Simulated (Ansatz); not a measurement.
## What strain does to SnTe (zincblende)

SnTe in the zincblende structure, relaxed with r2SCAN in Ansatz 0.2.0. It is cubic, F-43m (No. 216); a = 7.168 Å in the conventional setting, 46.04 Å³ an atom. Sn has 4 Te at 3.10 Å; Te has 4 Sn at 3.10 Å.

The axes x, y and z are those of this cell:
```
CELL_PARAMETERS angstrom
0.00000 3.58398 3.58398
3.58398 0.00000 3.58398
3.58398 3.58398 0.00000
ATOMIC_POSITIONS crystal
Sn 0.00000 0.00000 0.00000
Te 0.25000 0.25000 0.25000
```

Unstrained: With HSE06 the valence top lies at W and the conduction bottom at X, 0.307 eV higher; the smallest vertical gap, at X, is 1.133 eV. Meshes: HSE06 4×4×4. Strains are changes of length per length. After each strain the atoms were relaxed again with r2SCAN within the symmetry that the strain leaves, so tilts or polar shifts that break it weren't tested; points keep the names that they have in the unstrained zone. No spin polarisation and no zero-point or thermal motion; the cell was built from a prototype and may be hypothetical.

Changes of the least gap in eV (an overlap counts as a negative gap):
```json
{"strain": "uniaxial -3.0 % along z", "volume change (%)": "-3.0", "space group": "I-4m2", "HSE06": "-0.285"}
{"strain": "epitaxial -1.5 % in the xy plane, free normal strain +2.97 %", "volume change (%)": "-0.1", "space group": "I-4m2", "HSE06": "-0.111"}
{"strain": "uniaxial -2.0 % along [111]", "volume change (%)": "-2.0", "space group": "R3m", "HSE06": "-0.065"}
{"strain": "uniaxial +2.5 % along x", "volume change (%)": "+2.5", "space group": "I-4m2", "HSE06": "+0.026"}
```

Uniaxial -3.0 % along z, other directions held. HSE06: the gap goes from 0.307 to 0.022 eV (-0.285 eV); the W points, equivalent before, split by 148 meV, and the valence top lies at those like (1/4, -1/4, -1/2); so small a gap is at the limit of these settings.

Epitaxial -1.5 % in the xy plane, free normal strain +2.97 %. HSE06: the gap goes from 0.307 to 0.196 eV (-0.111 eV); the X points, equivalent before, split by 136 meV, and the conduction bottom lies at those like (0, 1/2, 1/2); the edges go from W → X to (0.263, -1/2, -0.237) → X.

Uniaxial -2.0 % along [111], other directions held. HSE06: the gap goes from 0.307 to 0.242 eV (-0.065 eV); the edges go from W → X to (0.240, -1/2, -0.240) → X.

Uniaxial +2.5 % along x, other directions held. HSE06: the gap goes from 0.307 to 0.333 eV (+0.026 eV); the edges go from W → X to (0.242, -1/2, -0.258) → X.

Spin-orbit coupling is left out, which matters wherever the heavy atoms make up the band edges.

Where an edge lies off the special points, it is a point of the mesh or the k point where a search put PBE's edge or least direct gap, reused for the other functionals, whose own edges may lie a little apart.

Coordinates of k points refer to the reciprocal vectors of the primitive cell of the runs.

The meshes of the hybrids are coarse, so their gaps aren't converged to the digits shown.
